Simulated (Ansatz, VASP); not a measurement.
Ag: VASP beside Ansatz

```
CELL_PARAMETERS angstrom
0.00000 2.05628 2.05628
2.05628 0.00000 2.05628
2.05628 2.05628 0.00000
ATOMIC_POSITIONS crystal
Ag 0.00000 0.00000 0.00000
```

Alike in both runs: task single point; functional PBE exchange alone; k mesh 11 × 11 × 11; occupations fermi-dirac, width 0.05 eV; no spin polarisation.

|  | VASP | Ansatz |
| --- | --- | --- |
| version | VASP 6.6.1 | Ansatz 0.2.0 |
| potentials or method | VASP PAW PBE potentials, release 64 (Ag) | Ansatz PAW |
| plane-wave cutoff (eV) | 520 | 420 |
| valence electrons in the cell | 11 | 19 |

Ansatz gave:

```
gap on the k mesh at the Fermi level (eV) : none
pressure (GPa)                            : 20.4
```

Task: Estimate VASP's values.

Result: gap on the k mesh at the Fermi level (eV): none; pressure (GPa): 20.2.

A gap of «none» marks a metal or a gap that the smearing closes. The two sets of potentials don't hold the same shells in valence.

Caveats: so large a pressure means that the cell lies far from this level's equilibrium, or that cutoff or potentials fall short (VASP); the PAW data sets come from PBE, with cores solved anew for the run's functional, which leaves a small shift of forces and pressure (Ansatz).
